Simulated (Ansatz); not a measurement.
The parent structure is InN in the zinc blende structure (space group F-43m, No. 216).

```
InN
1.0
    0.00000     2.49960     2.49960
    2.49960     0.00000     2.49960
    2.49960     2.49960     0.00000
N In
1 1
Direct
  0.75000   0.75000   0.75000
  0.00000   0.00000   0.00000
```

Cartesian axes are those of the cell as printed.

All numbers come from r2SCAN (Ansatz, a first-principles code, PAW, spin-orbit coupling left out).

Strains are applied to the cell and any free atomic positions relax; under stress the whole cell relaxes.

One change was made to it. Results:

The energy rises by 3.3 meV/atom; the band gap is still zero.

What was done to the base?
A) uniaxial stress, 3 GPa compression along z
B) strain tensor (xx, yy, zz, yz, xz, xy) = (+0.25, +0.51, −0.16, −0.47, −0.78, −0.06) %
C) strain tensor (xx, yy, zz, yz, xz, xy) = (−0.13, −2.02, +1.58, −0.37, −0.80, −0.19) %

C, strain tensor (xx, yy, zz, yz, xz, xy) = (−0.13, −2.02, +1.58, −0.37, −0.80, −0.19) %. For comparison, the energy relative to the base in the other runs: uniaxial stress, 3 GPa compression along z gives +7.0 meV/atom; strain tensor (xx, yy, zz, yz, xz, xy) = (+0.25, +0.51, −0.16, −0.47, −0.78, −0.06) % gives +1.7 meV/atom.

Stability under load was not tested beyond the relaxation. All final runs are without spin polarisation. Gaps under 0.05 eV, about the width of the smearing, are given as zero. This is not the structure that InN has at room temperature and ambient pressure. A zero or small gap of InN can be the functional's error rather than a property of the material.
